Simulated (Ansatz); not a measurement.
Crystal: SiNi3.

```
Ni Si
1.0
     1.29280    0.74640    7.66199
    -1.29280    0.74640    7.66199
     0.00000   -1.49280    7.66199
Ni Si
3 1
Direct
  0.25473 0.25473 0.25473
  0.50000 0.50000 0.50000
  0.74527 0.74527 0.74527
  0.00000 0.00000 0.00000
```

The cell comes from a database or a generator and needn't be the stable form of this composition.

```yaml
Program: Ansatz 0.2.0
Task: relaxation of cell and atoms
Functional: PBEsol
Potentials_or_basis: all-electron LAPW, scalar-relativistic
Basis_error_allowed: 0.002 eV/atom
k_mesh: 12 × 12 × 12
Occupations: fermi-dirac, width 0.05 eV
Spin: collinear spin, ferromagnetic start
Starting_moments: "[1.0, 1.0, 1.0, 0.0] μB"
```

At the start: volume 11.09 Å³/atom.

Question: Where does the relaxation end?

Answer: Over 7 steps the energy falls by 7.0 meV/atom and the volume is 10.74 Å³/atom (-3.2 %); space group R-3m (No. 166, to 0.05 Å); moment 0.38 μB per cell.

Step by step:
```
step  energy change (eV)  largest force (eV/Å)  volume (Å³)
   1              0.0000                0.0596        44.36
   2             -0.0218                0.0450        43.60
   3             -0.0280                0.0093        42.92
   4             -0.0280                0.0007        42.97
   5             -0.0280                0.0001        42.97
   6             -0.0280                0.0000        42.96
   7             -0.0280                0.0000        42.96
```

Final structure:
```xyz
4
Lattice="1.2793 0.7386 7.5781 -1.2793 0.7386 7.5781 0.0000 -1.4772 7.5781" Properties=species:S:1:pos:R:3 pbc="T T T"
Ni    0.0000    0.0000    5.7880
Ni    0.0000    0.0000   11.3671
Ni    0.0000    0.0000   16.9462
Si    0.0000    0.0000    0.0000
```
